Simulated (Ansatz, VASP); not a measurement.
Given: the input of a run of VASP 6.6.1 on Si.

File POSCAR:

```
Si
1.0
    0.0000000000      2.7218511865      2.7218511865
    2.7218511865      0.0000000000      2.7218511865
    2.7218511865      2.7218511865      0.0000000000
Si
2
Direct
    0.5000000000      0.5000000000      0.5000000000
    0.7500000000      0.7500000000      0.7500000000
```

Contents of INCAR.step1:

```
SYSTEM = Si
ALGO     = Normal         ! electronic algorithm
EDIFF    = 1E-5           ! SCF threshold, eV
ENCUT    = 520            ! plane-wave cutoff, eV
GGA      = PE             ! functional
ISIF     = 2              ! what is computed and relaxed
ISMEAR   = -1             ! smearing method
LASPH    = .True.         ! aspherical terms in the spheres
LCHARG   = .False.        ! write CHGCAR
LREAL    = .False.        ! projectors in reciprocal space
LWAVE    = .True.         ! write WAVECAR
NBANDS   = 11             ! bands
NELM     = 100            ! most SCF steps
PREC     = Accurate       ! precision mode
SIGMA    = 0.05           ! smearing width, eV
```

INCAR.step2

```
SYSTEM = Si
AEXX     = 0.25           ! exact-exchange fraction
ALGO     = Normal         ! electronic algorithm
EDIFF    = 1E-6           ! SCF threshold, eV
ENCUT    = 520            ! plane-wave cutoff, eV
HFRCUT   = -1           
ISIF     = 2              ! what is computed and relaxed
ISMEAR   = -1             ! smearing method
ISTART   = 1            
LASPH    = .True.         ! aspherical terms in the spheres
LCHARG   = .False.        ! write CHGCAR
LHFCALC  = .True.         ! exact exchange
LMIXTAU  = .True.       
LREAL    = .False.        ! projectors in reciprocal space
LWAVE    = .False.        ! write WAVECAR
METAGGA  = R2SCAN         ! meta-GGA
NBANDS   = 11             ! bands
NELM     = 100            ! most SCF steps
PREC     = Accurate       ! precision mode
PRECFOCK = Fast         
SIGMA    = 0.05           ! smearing width, eV
```

KPOINTS

```
k-points
0
Gamma
  4 4 4
  0 0 0
```

The input KPOINTS_OPT:

```
path GXWKGLUWLK,UX
8
line-mode
reciprocal
 0.0000000000  0.0000000000  0.0000000000  G
 0.5000000000  0.0000000000  0.5000000000  X

 0.5000000000  0.0000000000  0.5000000000  X
 0.5000000000  0.2500000000  0.7500000000  W

 0.5000000000  0.2500000000  0.7500000000  W
 0.3750000000  0.3750000000  0.7500000000  K

 0.3750000000  0.3750000000  0.7500000000  K
 0.0000000000  0.0000000000  0.0000000000  G

 0.0000000000  0.0000000000  0.0000000000  G
 0.5000000000  0.5000000000  0.5000000000  L

 0.5000000000  0.5000000000  0.5000000000  L
 0.6250000000  0.2500000000  0.6250000000  U

 0.6250000000  0.2500000000  0.6250000000  U
 0.5000000000  0.2500000000  0.7500000000  W

 0.5000000000  0.2500000000  0.7500000000  W
 0.5000000000  0.5000000000  0.5000000000  L

 0.5000000000  0.5000000000  0.5000000000  L
 0.3750000000  0.3750000000  0.7500000000  K

 0.6250000000  0.2500000000  0.6250000000  U
 0.5000000000  0.0000000000  0.5000000000  X
```

Potentials or basis: VASP PAW PBE potentials, release 64 (Si).

Command:

```console
$ cat potpaw_PBE.64/Si/POTCAR > POTCAR
$ cp INCAR.step1 INCAR
$ mpirun -np 1 vasp_std > vasp.out
$ cp INCAR.step2 INCAR
$ mpirun -np 1 vasp_std > vasp.out
```

**Question.** Translate it to Ansatz 0.2.0. Potentials there: Ansatz PAW.

**Answer.** As run (the cutoff follows the program's own potentials):

The input input.yaml:

```yaml
crystal:
  lattice:
    - [0.0, 2.7218511865, 2.7218511865]
    - [2.7218511865, 0.0, 2.7218511865]
    - [2.7218511865, 2.7218511865, 0.0]
  atoms:
    - { symbol: Si, position: [0.5, 0.5, 0.5] }
    - { symbol: Si, position: [0.75, 0.75, 0.75] }
hamiltonian:
  xc: r2scan0
  pseudopotentials: { kind: paw }
kpoints:
  mp_grid: { grid: [4, 4, 4] }
  band_path:
    path:
      - [[0.0, 0.0, 0.0], [0.5, 0.0, 0.5], [0.5, 0.25, 0.75], [0.375, 0.375, 0.75], [0.0, 0.0, 0.0], [0.5, 0.5, 0.5], [0.625, 0.25, 0.625], [0.5, 0.25, 0.75], [0.5, 0.5, 0.5], [0.375, 0.375, 0.75]]
      - [[0.625, 0.25, 0.625], [0.5, 0.0, 0.5]]
    npoints: 4
scf:
  occupations: { method: fermi_dirac, width: 0.05 }
  n_extra_bands: 6
output:
  forces: true
  stress: true
  eigenvalues: true
  fatbands: false
```

Potentials or basis: Ansatz PAW.

Command:

```console
$ ansatz run input.yaml --threads 2 --pin off --max-ram 5632MiB --backend cpu --events-out ev --progress --plain --runs-dir out
```

Both were run:

|  | VASP | Ansatz | Ansatz less VASP |
| --- | --- | --- | --- |
| gap on the k mesh at the Fermi level (eV) | 2.13 | 2.09 | -0.036 |
| least direct gap on the mesh (eV) | 4.12 | 4.09 | -0.030 |
| gap along the band path (eV) | 1.97 | 1.98 | +0.007 |
| pressure (GPa) | -1.0 | -0.4 | +0.57 |

With one functional, cell and mesh, what is left measures potentials, basis and numerics.

Caveats: the k mesh is coarse (spacing up to 0.50 Å⁻¹), so the values aren't converged, least of all with exact exchange; the PAW data sets were made with another functional, which shifts forces and pressure a little (VASP); the mesh misses the band edges, which the band path finds closer together (VASP); the k mesh misses the band edges, so the gap on the mesh is wider than the one along the path (Ansatz); the PAW data sets come from PBE, with cores solved anew for the run's functional, which leaves a small shift of forces and pressure (Ansatz); the thresholds are loose for stress (Ansatz).
